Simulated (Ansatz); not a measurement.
**Strain and the gap of ZnS (zincblende)**

ZnS (zincblende), relaxed with r2SCAN in the PAW code Ansatz. It is cubic, F-43m (No. 216); a = 5.388 Å in the conventional setting, 19.55 Å³ an atom. Around Zn lie 4 S at 2.33 Å; around S lie 4 Zn at 2.33 Å.

The axes x, y and z are those of this cell:
```xyz
2
Lattice="0.0000 2.6941 2.6941 2.6941 0.0000 2.6941 2.6941 2.6941 0.0000" Properties=species:S:1:pos:R:3 pbc="T T T"
Zn    0.0000    0.0000    0.0000
S     1.3470    1.3470    1.3470
```

Unstrained: With PBE the gap is 2.147 eV and direct, at Γ. r2SCAN gives a direct gap of 2.705 eV at Γ. With HSE06 the gap is 3.378 eV and direct, at Γ. Meshes: PBE 8×8×8, r2SCAN 8×8×8, HSE06 6×6×6. Strains are changes of length per length. After each strain the atoms were relaxed again with r2SCAN within the symmetry that the strain leaves, so tilts or polar shifts that break it weren't tested; points keep the names that they have in the unstrained zone. Calculated for a static, non-magnetic cell.

Changes of the least gap in eV (an overlap counts as a negative gap):

| strain | volume change (%) | space group | PBE | r2SCAN | HSE06 | energy rise, r2SCAN (meV/atom) |
| --- | --- | --- | --- | --- | --- | --- |
| uniaxial -4.0 % along z | -4.0 | I-4m2 | +0.085 | +0.093 | +0.096 | 11.0 |
| uniaxial -3.0 % along z | -3.0 | I-4m2 | +0.063 | +0.069 | +0.071 | 6.2 |
| uniaxial -2.0 % along z | -2.0 | I-4m2 | +0.041 | +0.045 | +0.047 | 2.8 |
| uniaxial -1.0 % along z | -1.0 | I-4m2 | +0.021 | +0.022 | +0.023 | 0.7 |
| uniaxial +1.0 % along z | +1.0 | I-4m2 | -0.055 | -0.058 | -0.060 | 0.6 |
| uniaxial +2.0 % along z | +2.0 | I-4m2 | -0.111 | -0.116 | -0.120 | 2.5 |
| uniaxial +3.0 % along z | +3.0 | I-4m2 | -0.166 | -0.175 | -0.181 | 5.6 |
| uniaxial +4.0 % along z | +4.0 | I-4m2 | -0.223 | -0.234 | -0.242 | 10.0 |

Uniaxial -4.0 % along z, other directions held. HSE06: the gap goes from 3.378 to 3.474 eV (+0.096 eV); with r2SCAN the top three valence levels at Γ, degenerate before, become 1+2 from the top over 142 meV. Stress change with r2SCAN, compression positive: xx +2.95, yy +2.95, zz +4.50 GPa.

Uniaxial -3.0 % along z, other directions held. HSE06: the gap goes from 3.378 to 3.449 eV (+0.071 eV); with r2SCAN the top three valence levels at Γ, degenerate before, become 1+2 from the top over 107 meV. Stress change with r2SCAN, compression positive: xx +2.14, yy +2.14, zz +3.34 GPa.

Uniaxial -2.0 % along z, other directions held. HSE06: the gap goes from 3.378 to 3.425 eV (+0.047 eV); with r2SCAN the top three valence levels at Γ, degenerate before, become 1+2 from the top over 72 meV. Stress change with r2SCAN, compression positive: xx +1.38, yy +1.38, zz +2.20 GPa.

Uniaxial -1.0 % along z, other directions held. HSE06: the gap goes from 3.378 to 3.401 eV (+0.023 eV); with r2SCAN the top three valence levels at Γ, degenerate before, become 1+2 from the top over 36 meV. Stress change with r2SCAN, compression positive: xx +0.67, yy +0.67, zz +1.09 GPa.

Uniaxial +1.0 % along z, other directions held. HSE06: the gap goes from 3.378 to 3.318 eV (-0.060 eV); with r2SCAN the top three valence levels at Γ, degenerate before, become 2+1 from the top over 37 meV. Stress change with r2SCAN, compression positive: xx -0.62, yy -0.62, zz -1.06 GPa.

Uniaxial +2.0 % along z, other directions held. HSE06: the gap goes from 3.378 to 3.258 eV (-0.120 eV); with r2SCAN the top three valence levels at Γ, degenerate before, become 2+1 from the top over 74 meV. Stress change with r2SCAN, compression positive: xx -1.20, yy -1.20, zz -2.11 GPa.

Uniaxial +3.0 % along z, other directions held. HSE06: the gap goes from 3.378 to 3.197 eV (-0.181 eV); with r2SCAN the top three valence levels at Γ, degenerate before, become 2+1 from the top over 112 meV. Stress change with r2SCAN, compression positive: xx -1.74, yy -1.74, zz -3.12 GPa.

Uniaxial +4.0 % along z, other directions held. HSE06: the gap goes from 3.378 to 3.136 eV (-0.242 eV); with r2SCAN the top three valence levels at Γ, degenerate before, become 2+1 from the top over 151 meV. Stress change with r2SCAN, compression positive: xx -2.25, yy -2.25, zz -4.12 GPa.

The meshes of the hybrids are coarse, so their gaps aren't converged to the digits shown.

The splittings at Γ are without spin-orbit coupling, which regroups them where it is of like size or larger.
